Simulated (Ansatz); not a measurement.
## TiAl₃: stable or not

It was reached by relaxing an invented guess, and it needn't be the stable form of this composition.

Theory: Ansatz, DFT PBE, scalar-relativistic, plane waves, PAW. The final run on the 8-atom cell used 420 eV, a Γ-centred 12×12×8 mesh, 0.10 eV smearing and no spin polarisation.

```yaml
crystal:
  lattice:
    - [5.57453, 0.00000, 0.00000]
    - [-2.78727, 4.82769, 0.00000]
    - [0.00000, 0.00000, 4.72202]
  atoms:
    - { symbol: Ti, position: [0.33333, 0.66667, 0.75000] }
    - { symbol: Ti, position: [0.66667, 0.33333, 0.25000] }
    - { symbol: Al, position: [0.83409, 0.66818, 0.75000] }
    - { symbol: Al, position: [0.16591, 0.33182, 0.25000] }
    - { symbol: Al, position: [0.33182, 0.16591, 0.75000] }
    - { symbol: Al, position: [0.66818, 0.83409, 0.25000] }
    - { symbol: Al, position: [0.16591, 0.83409, 0.25000] }
    - { symbol: Al, position: [0.83409, 0.16591, 0.75000] }
```

Formation energies are uncorrected and refer to the elements' standard structures at the same level.

Q: These tests were run: energy against the elements; phonons on a 2×2×2 q mesh. What do they show?

A:

```tsv
test	result
energy against the elements	−0.32 eV/atom
phonons on a 2×2×2 q mesh	no imaginary mode on the mesh
```

It fails none of these tests. Whether a mixture of other phases lies lower isn't tested here.

The run for the phonons used a 12×12×8 k mesh and Fermi–Dirac smearing of 0.15 eV.
